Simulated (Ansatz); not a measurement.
# 1T-VSSe monolayer in a perpendicular field, part 3 of 3

Wanted: the out-of-plane response of the 1T-VSSe monolayer. A positive field points along +c.

Ansatz 0.2.0; plane-wave DFT, PBE-D3(BJ), Ansatz PAW.

So far. Step 3 (Single point, field 0): The work function of the upper face is 5.45 eV. Step 4 (Single point, field 0.1 V/Å): The dipole is -0.00144 e·Å, 0.0260 e·Å from its value without field.

## Step 5: Atoms held, field -0.1 V/Å

The input, input.yaml:

```yaml
crystal:
  lattice:
    - [3.2225457308, 0.0, 0.0]
    - [-1.6112728654, 2.7908064677, 0.0]
    - [0.0, 0.0, 21.0559611512]
  atoms:
    - { symbol: Se, position: [0.6666666667, 0.3333333333, 0.4274323996], spin: -0.04 }
    - { symbol: V, position: [0.0, 0.0, 0.5056544659], spin: 0.48 }
    - { symbol: S, position: [0.3333333333, 0.6666666667, 0.5725676004], spin: -0.01 }
magnetization:
  spin_polarized: true
kpoints:
  mp_grid: { grid: [18, 18, 1] }
  band_path:
    path: [[0, 0, 0], [0.5, 0, 0], [0.33333333, 0.33333333, 0], [0, 0, 0]]
    npoints: 16
hamiltonian:
  xc: pbe
  dispersion: d3bj
scf:
  occupations: { method: fermi_dirac, width: 0.02585 }
  convergence: { dr2_threshold: 1.0e-10 }
efield:
  axis: 3
  dipole_correction: true
  ramp_position: 0.9288
  ramp_width: 0.1425
  amplitude: -0.1
output:
  write_potential: true
  write_density: true
  volumetric_format: npy
```

Run with:

```console
ansatz run input.yaml --threads 2 --pin off --max-ram 3072MiB --backend cpu --events-out ev --progress --plain --runs-dir out
```

Numbers of over 12 decimals in the logs are rounded to 6 here.

Log:

```text
[...]
Crystal: 3 atoms, lattice volume = 189.367 Å³
Basis set: ecut = 420 eV, 3755 PW (Γ)
Bands: 22, of which v1, the nominal top of the filled ones, is band 18 counted from 1 (17 counted from 0)
Symmetry: 6 space group operations
k-points: 37 of 324 (time reversal used)
[...]
Starting moments: Σ|m| = 0.53 μB on 3 of 3 sites
[...]
k-point 0 ↑: bands = [... 14 lower, -3.0200, -1.0432, -1.0432, -0.7909, 0.1991, 0.1991, 2.7249, 2.7249]
  k-point 1 ↑: bands = [... 14 lower, -2.8032, -1.1940, -1.1362, -0.8435, 0.1611, 0.2608, 2.4999, 2.6773]
  k-point 2 ↑: bands = [... 14 lower, -2.5585, -1.7195, -1.3458, -0.9117, 0.1198, 0.3754, 2.0320, 2.5640]
  k-point 36 ↓: bands = [... 14 lower, -4.1402, -3.5124, -3.4921, 0.4638, 0.5130, 0.5526, 1.9982, 2.2421]
[key lines of the parts left out:]
SCF converged after 13 iterations
Magnetization: 0.5805 μB (17.7903 up, 17.2097 down)
Free energy (F): -9286.837406 eV
Fermi energy:    -0.681405 eV
Dipole field:    D = -0.050972 V/Å  (p = -0.053343 e·Å, saw-weighted, corrected)
```

The job ended after 81 s (2 threads of AMD EPYC (Zen 3), shared host; peak memory 0.69 GiB; 2.2 min of CPU time).

The dipole is -0.0533 e·Å, -0.0259 e·Å from its value without field.

## Step 6: Response, atoms held

This step: plane-wave DFT, PBE-D3(BJ), Ansatz PAW; response to a field along the normal, atoms held (Ansatz 0.2.0).

The dipoles give the slope, and the difference of two potentials shows where the field is screened.

Numbers from this step:

| Item | Value |
| --- | --- |
| equivalent conductor thickness p/(ε₀AE) | 5.221 Å |
| distance between the outer atoms | 3.056 Å |

Table of dipole of the cell by applied field:

```
applied field (V/Å)  dipole of the cell (e·Å)
            -0.1000                   -0.0533
             0.0000                   -0.0274
             0.1000                  -0.00144
```

Table of total moment by applied field:

```
applied field (V/Å)  total moment (μB)
            -0.1000              0.581
             0.0000              0.582
             0.1000              0.584
```

Local field over the applied field, running mean. From the potentials at -0.1 and 0.1 V/Å; running mean over 2.5 Å. Table of local field over applied field by z:

```
z (Å)  local field over applied field
 4.09                           0.999
 4.53                           0.998
 4.97                           0.995
 5.41                           0.988
 5.85                           0.971
 6.29                           0.932
 6.73                           0.854
 7.16                           0.730
 7.60                           0.581
 8.04                           0.424
 8.48                           0.270
 8.92                           0.145
 9.36                          0.0742
 9.80                          0.0440
10.24                          0.0288
10.82                          0.0340
11.26                          0.0565
11.70                          0.0973
12.14                           0.185
12.58                           0.319
13.01                           0.475
13.45                           0.632
13.89                           0.779
14.33                           0.890
14.77                           0.952
15.21                           0.981
15.65                           0.993
16.08                           0.997
16.52                           0.999
16.96                           1.000
```

Electrons, planar mean, per unit field. Table of induced electron density by z:

z (Å), induced electron density (e/Å³ per V/Å) and a bar from the least value:
```
     4.09    0.00000 ################
     4.53    0.00001 ################
     4.97    0.00002 ################
     5.41    0.00005 ################
     5.85    0.00014 ################
     6.29    0.00033 #################
     6.73    0.00078 ###################
     7.16    0.00169 ######################
     7.60    0.00306 ############################
     8.04    0.00357 ##############################
     8.48    0.00162 ######################
     8.92    0.00080 ###################
     9.36    0.00082 ###################
     9.80   -0.00040 ##############
    10.24   -0.00095 ############
    10.82    0.00063 ##################
    11.26    0.00030 #################
    11.70   -0.00081 ############
    12.14   -0.00060 #############
    12.58   -0.00244 ######
    13.01   -0.00383 
    13.45   -0.00266 #####
    13.89   -0.00130 ##########
    14.33   -0.00055 #############
    14.77   -0.00022 ###############
    15.21   -0.00008 ###############
    15.65   -0.00003 ###############
    16.08   -0.00001 ###############
    16.52    0.00000 ################
    16.96    0.00000 ################
```

By hand: between -0.1 and 0.1 V/Å the dipole changes by 0.05190 e·Å, a slope of 0.2595 e·Å²/V. A perfect conductor of thickness t has p = ε₀AEt, so t = 180.95 × 0.2595 / 8.994 = 5.22 Å (e/ε₀ = 180.95 V·Å, A in Å²).

The induced dipole is that of a conductor 5.22 Å thick.

## Step 7: What came out

```
gap without field                          : none
work function, upper face                  : 5.45 eV
step between the vacuum levels             : 0.551 eV
equivalent conductor thickness, atoms held : 5.22 Å
```

**Reading.** The induced dipole equals that of a perfect conductor 5.22 Å thick, while the outer atoms lie 3.06 Å apart. The two faces differ: the vacuum level above lies 0.55 eV higher than the one below. There is no gap over 0.03 eV, with or without the field. For an open d or f shell that can be the fault of a semilocal functional without a Hubbard term. The magnetic order is the one reached from the typed start; other orders were not compared. Spin-orbit coupling is left out.

[Logs are printed without paths, hosts, clocks, repeated set-up lines and the standing remarks that a program may print on its own settings, such as how far it seeks lower states.]

[Hosts, paths, dates, database ids (printed as entryN), source tags and the programs' standing remarks are cut or masked in the printed files.]

[Maps of the electrostatic potential energy from Ansatz leave out the sawtooth potential of an applied field or a dipole correction, so their vacuum need not be flat; planar profiles and work functions include it.]
